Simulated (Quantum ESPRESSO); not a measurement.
Set up this calculation in Quantum ESPRESSO 7.5, as the native input.

```
Task                : band structure
Functional          : PBEsol
Potentials or basis : PseudoDojo 0.4 FR PBEsol standard
Cutoff              : 1007 eV
Density cutoff      : 4027 eV
k mesh              : 12 × 12 × 12
Occupations         : fermi-dirac, width 0.05 eV
Spin                : spin-orbit coupling, no magnetisation
Mixing beta         : 0.5
Most SCF iterations : 120
SCF threshold       : 2e-10 Ry
```

The system is W.

```
W
1.0
    -1.58234    1.58234    1.58234
     1.58234   -1.58234    1.58234
     1.58234    1.58234   -1.58234
W
1
Direct
  0.00000 0.00000 0.00000
```

One way to write it, as run:

pw.in

```
&CONTROL
  calculation = 'scf'
  prefix = 'pwscf'
  outdir = './tmp'
  pseudo_dir = './pseudo'
  tprnfor = .true.
  tstress = .true.
  disk_io = 'low'
/
&SYSTEM
  ibrav = 0
  nat = 1
  ntyp = 1
  ecutwfc = 74
  nbnd = 26
  occupations = 'smearing'
  smearing = 'fd'
  degauss = 0.00367493
  noncolin = .true.
  lspinorb = .true.
/
&ELECTRONS
  conv_thr = 2d-10
  electron_maxstep = 120
  mixing_beta = 0.5
/
ATOMIC_SPECIES
W    183.8400 W.upf
CELL_PARAMETERS angstrom
  -1.5823450000    1.5823450000    1.5823450000
   1.5823450000   -1.5823450000    1.5823450000
   1.5823450000    1.5823450000   -1.5823450000
ATOMIC_POSITIONS angstrom
W      0.0000000000    0.0000000000    0.0000000000
K_POINTS automatic
12 12 12 0 0 0
```

bands.in

```
&CONTROL
  calculation = 'bands'
  prefix = 'pwscf'
  outdir = './tmp'
  pseudo_dir = './pseudo'
  disk_io = 'low'
  verbosity = 'high'
/
&SYSTEM
  ibrav = 0
  nat = 1
  ntyp = 1
  ecutwfc = 74
  nbnd = 26
  occupations = 'smearing'
  smearing = 'fd'
  degauss = 0.00367493
  noncolin = .true.
  lspinorb = .true.
/
&ELECTRONS
  conv_thr = 1d-08
  electron_maxstep = 120
  mixing_beta = 0.5
  diago_full_acc = .true.
  startingwfc = 'random'
/
ATOMIC_SPECIES
W    183.8400 W.upf
CELL_PARAMETERS angstrom
  -1.5823450000    1.5823450000    1.5823450000
   1.5823450000   -1.5823450000    1.5823450000
   1.5823450000    1.5823450000   -1.5823450000
ATOMIC_POSITIONS angstrom
W      0.0000000000    0.0000000000    0.0000000000
K_POINTS crystal
60
 0.0000000000  0.0000000000  0.0000000000 1
 0.0416666667 -0.0416666667  0.0416666667 1
 0.0833333333 -0.0833333333  0.0833333333 1
 0.1250000000 -0.1250000000  0.1250000000 1
 0.1666666667 -0.1666666667  0.1666666667 1
 0.2083333333 -0.2083333333  0.2083333333 1
 0.2500000000 -0.2500000000  0.2500000000 1
 0.2916666667 -0.2916666667  0.2916666667 1
 0.3333333333 -0.3333333333  0.3333333333 1
 0.3750000000 -0.3750000000  0.3750000000 1
 0.4166666667 -0.4166666667  0.4166666667 1
 0.4583333333 -0.4583333333  0.4583333333 1
 0.5000000000 -0.5000000000  0.5000000000 1
 0.4375000000 -0.4375000000  0.5000000000 1
 0.3750000000 -0.3750000000  0.5000000000 1
 0.3125000000 -0.3125000000  0.5000000000 1
 0.2500000000 -0.2500000000  0.5000000000 1
 0.1875000000 -0.1875000000  0.5000000000 1
 0.1250000000 -0.1250000000  0.5000000000 1
 0.0625000000 -0.0625000000  0.5000000000 1
 0.0000000000  0.0000000000  0.5000000000 1
 0.0000000000  0.0000000000  0.4444444444 1
 0.0000000000  0.0000000000  0.3888888889 1
 0.0000000000  0.0000000000  0.3333333333 1
 0.0000000000  0.0000000000  0.2777777778 1
 0.0000000000  0.0000000000  0.2222222222 1
 0.0000000000  0.0000000000  0.1666666667 1
 0.0000000000  0.0000000000  0.1111111111 1
 0.0000000000  0.0000000000  0.0555555556 1
 0.0000000000  0.0000000000  0.0000000000 1
 0.0227272727  0.0227272727  0.0227272727 1
 0.0454545455  0.0454545455  0.0454545455 1
 0.0681818182  0.0681818182  0.0681818182 1
 0.0909090909  0.0909090909  0.0909090909 1
 0.1136363636  0.1136363636  0.1136363636 1
 0.1363636364  0.1363636364  0.1363636364 1
 0.1590909091  0.1590909091  0.1590909091 1
 0.1818181818  0.1818181818  0.1818181818 1
 0.2045454545  0.2045454545  0.2045454545 1
 0.2272727273  0.2272727273  0.2272727273 1
 0.2500000000  0.2500000000  0.2500000000 1
 0.2708333333  0.1875000000  0.2708333333 1
 0.2916666667  0.1250000000  0.2916666667 1
 0.3125000000  0.0625000000  0.3125000000 1
 0.3333333333  0.0000000000  0.3333333333 1
 0.3541666667 -0.0625000000  0.3541666667 1
 0.3750000000 -0.1250000000  0.3750000000 1
 0.3958333333 -0.1875000000  0.3958333333 1
 0.4166666667 -0.2500000000  0.4166666667 1
 0.4375000000 -0.3125000000  0.4375000000 1
 0.4583333333 -0.3750000000  0.4583333333 1
 0.4791666667 -0.4375000000  0.4791666667 1
 0.5000000000 -0.5000000000  0.5000000000 1
 0.2500000000  0.2500000000  0.2500000000 1
 0.2083333333  0.2083333333  0.2916666667 1
 0.1666666667  0.1666666667  0.3333333333 1
 0.1250000000  0.1250000000  0.3750000000 1
 0.0833333333  0.0833333333  0.4166666667 1
 0.0416666667  0.0416666667  0.4583333333 1
 0.0000000000  0.0000000000  0.5000000000 1
```

Potentials or basis: PseudoDojo 0.4 FR PBEsol standard.

Launch:

```console
$ OMP_NUM_THREADS=1 mpirun -n 2 pw.x -nk 2 -in pw.in > pw.out
$ OMP_NUM_THREADS=1 mpirun -n 2 pw.x -nk 2 -in bands.in > bands.out
```

Results of the run:

```json
{
 "Pressure": "-1.6 GPa",
 "Band gap on the k mesh": "none (metal or under the smearing width)"
}
```

Run time: 2.2 min on 2 MPI ranks on Intel(R) Xeon(R) Processor @ 2.50GHz (Skylake/Cascade Lake), on a shared host, peak memory 0.2 GiB a rank.
